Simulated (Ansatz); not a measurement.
La₂O₃ (P-3m1) from a database structure, relaxed with r2SCAN in Ansatz 0.2.0. Space group P-3m1 (No. 164), trigonal; a = 3.935 Å, c = 6.126 Å in the conventional setting, 16.43 Å³ an atom. La has 7 O at 2.37–2.73 Å; O has 4 La at 2.37–2.45 Å; O has 6 La at 2.73 Å.

The axes x, y and z are those of this cell:
```
La O
1.0
     3.93510    0.00000    0.00000
    -1.96755    3.40790    0.00000
     0.00000    0.00000    6.12623
La O
2 3
Direct
  0.66667 0.33333 0.75384
  0.33333 0.66667 0.24616
  0.66667 0.33333 0.35389
  0.33333 0.66667 0.64611
  0.00000 0.00000 0.00000
```

Unstrained: With PBE the valence top lies at L and the conduction bottom at M, 3.839 eV higher; the smallest vertical gap, at K, is 3.967 eV. A second conduction valley, at K, lies only 19 meV higher, so their order isn't settled. With r2SCAN the valence top lies at L and the conduction bottom at K, 4.226 eV higher; the smallest vertical gap, at K, is 4.345 eV. HSE06 gives an indirect gap of 5.288 eV, from L to K; the least direct gap is 5.415 eV at K. Meshes: PBE 12×12×4, r2SCAN 12×12×4, HSE06 6×6×2. Strains are changes of length per length, and xy shears are angles. After each strain the atoms were relaxed again with r2SCAN within the symmetry that the strain leaves, so tilts or polar shifts that break it weren't tested; points keep the names that they have in the unstrained zone. (Simulation; spin polarisation is off.)

(1) Apply isotropic -1.71 % on every length. How far does the gap move, against the unstrained cell?

(2) Apply isotropic +5.44 % on every length. How far does the gap move, against the unstrained cell?

(3) Estimate what xy shear, engineering strain (angle) -4.32 % does to the gap.

(4) Order the strained cells by their HSE06 gap, smallest first.
A. xy shear, engineering strain (angle) -4.32 %
B. isotropic +5.44 % on every length
C. isotropic -1.71 % on every length

## Answers

(1) PBE: the gap goes from 3.839 to 3.866 eV (+0.027 eV); the edges go from L → M to (0.255, 0.255, -1/2) → M. r2SCAN: the gap goes from 4.226 to 4.295 eV (+0.069 eV); the edges go from L → K to (0.255, 0.255, -1/2) → K. HSE06: the gap goes from 5.288 to 5.358 eV (+0.070 eV); the edges go from L → K to (0.255, 0.255, -1/2) → K. The r2SCAN energy rises by 18.4 meV an atom.

(2) PBE: the gap goes from 3.839 to 3.435 eV (-0.404 eV); the edges move from L → M to L → K. r2SCAN: the gap goes from 4.226 to 3.791 eV (-0.435 eV). HSE06: the gap goes from 5.288 to 4.837 eV (-0.451 eV). The r2SCAN energy rises by 144.9 meV an atom.

(3) PBE: the gap goes from 3.839 to 3.730 eV (-0.109 eV); the M points, equivalent before, split by 101 meV, and the conduction bottom lies at those like (1/2, 1/2, 0); the edges go from L → M to (0.255, 0.240, -0.490) → M. r2SCAN: the gap goes from 4.226 to 4.165 eV (-0.061 eV); the M points, equivalent before, split by 110 meV, and the conduction bottom lies at those like (1/2, 1/2, 0); the edges go from L → K to (0.255, 0.240, -0.490) → M. HSE06: the gap goes from 5.288 to 5.237 eV (-0.051 eV); the edges go from L → K to (0.255, 0.240, -0.490) → K. The r2SCAN energy rises by 4.1 meV an atom.

(4) B (4.84 eV), A (5.24 eV), C (5.36 eV).

Spin-orbit coupling is left out.

Where an edge lies off the special points, it is a point of the mesh or the k point where a search put PBE's edge or least direct gap, reused for the other functionals, whose own edges may lie a little apart.

Coordinates of k points refer to the reciprocal vectors of the primitive cell of the runs.

The meshes of the hybrids are coarse, so their gaps aren't converged to the digits shown.
